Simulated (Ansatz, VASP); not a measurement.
Nb: VASP beside Ansatz

The input INCAR:

```
SYSTEM = Nb
PREC = Accurate
ENCUT = 520
EDIFF = 1E-6
ISMEAR = -1
SIGMA = 0.02
LREAL = .False.
LASPH = .True.
NELM = 60
ALGO = Normal
ISIF = 2
LWAVE = .False.
LCHARG = .False.
NBANDS = 12
```

The input KPOINTS:

```
Automatic mesh
0
Gamma
  11 11 11
  0 0 0
```

The input POSCAR:

```
Nb
1.0
    2.9910616800      0.0000000000      0.0000000000
    1.4955308400      2.5903353992      0.0000000000
    1.4955308400      0.8634451331      2.4421916351
Nb
1
Direct
    0.0000000000      0.0000000000      0.0000000000
```

File input.yaml:

```yaml
crystal:
  lattice:
    - [2.99106168, 0.0, 0.0]
    - [1.49553084, 2.5903353992, 0.0]
    - [1.49553084, 0.8634451331, 2.4421916351]
  atoms:
    - { symbol: Nb, position: [0.0, 0.0, 0.0] }
kpoints:
  mp_grid: { grid: [11, 11, 11] }
  band_path:
    path:
      - [0.0, 0.0, 0.0]
      - [0.5, 0.0, 0.5]
      - [0.5, 0.25, 0.75]
      - [0.375, 0.375, 0.75]
      - [0.0, 0.0, 0.0]
      - [0.5, 0.5, 0.5]
      - [0.625, 0.25, 0.625]
      - [0.5, 0.25, 0.75]
    npoints: 6
scf:
  occupations: { method: fermi_dirac, width: 0.02 }
hamiltonian:
  xc: lda
  pseudopotentials: { kind: all_electron, lapw: { basis_error: 0.001 } }
output:
  forces: true
  stress: true
  eigenvalues: true
```

Alike in both runs: functional LDA; k mesh 11 × 11 × 11; occupations fermi-dirac, width 0.02 eV; no spin polarisation.

|  | VASP | Ansatz |
| --- | --- | --- |
| version | VASP 6.6.1 | Ansatz 0.2.0 |
| potentials or method | VASP PAW LDA potentials, release 64 (Nb_sv) | all-electron LAPW, scalar-relativistic |
| plane-wave cutoff (eV) | 520 | see its input |
| task | single point | band structure |

|  | VASP | Ansatz | Ansatz less VASP |
| --- | --- | --- | --- |
| gap on the k mesh at the Fermi level (eV) | none | none | - |
| pressure (GPa) | -11.1 | -11.1 | +0.09 |

A gap of «none» marks a metal or a gap that the smearing closes. Ansatz ran all-electron here, so the differences hold the error of VASP's frozen core and of both bases.
